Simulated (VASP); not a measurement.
Wanted: the native input for a VASP 6.6.1 run.

```
Task                   : single point
Functional             : r2SCAN
Potentials or basis    : VASP PAW PBE potentials, release 64 (Zn, Se)
Cutoff                 : 520 eV
k mesh                 : 8 × 8 × 8
Occupations            : gaussian, width 0.02 eV
Spin                   : no spin polarisation
Further INCAR settings : ALGO = Normal; EDIFF = 1e-06; NBANDS = 16
```

The structure of ZnSe lies in POSCAR:

```
ZnSe
1.0
    0.0000000000      2.8202400000      2.8202400000
    2.8202400000      0.0000000000      2.8202400000
    2.8202400000      2.8202400000      0.0000000000
Zn Se
1 1
Direct
    0.0000000000      0.0000000000      0.0000000000
    0.2500000000      0.2500000000      0.2500000000
```

The cell is a database's computed one.

The input as run:

INCAR

```
  PREC = Accurate
  ENCUT = 520
  EDIFF = 1E-6
  ISMEAR = 0
  SIGMA = 0.02
  LREAL = F
  LASPH = T
  NELM = 80
  ALGO = Normal
  ISIF = 2
  LWAVE = F
  LCHARG = F
  METAGGA = R2SCAN
  LMIXTAU = T
  NBANDS = 16
```

KPOINTS

```
Automatic mesh
0
Gamma
  8 8 8
```

Potentials or basis: VASP PAW PBE potentials, release 64 (Zn, Se).

The run is started by

```bash
$ cat potpaw_PBE.64/Zn/POTCAR potpaw_PBE.64/Se/POTCAR > POTCAR
$ mpirun -np 1 vasp_std > vasp.out
```

Results of the run:

```yaml
Pressure: 1.0 GPa
Band_gap_on_the_k_mesh: 1.93 eV, direct
```

Caveat: the PAW data sets were made with another functional, which shifts forces and pressure a little.

Wall time 80 s on 1 thread of Intel(R) Xeon(R) Platinum 8488C (Sapphire Rapids) (shared host), peak memory 0.18 GiB.
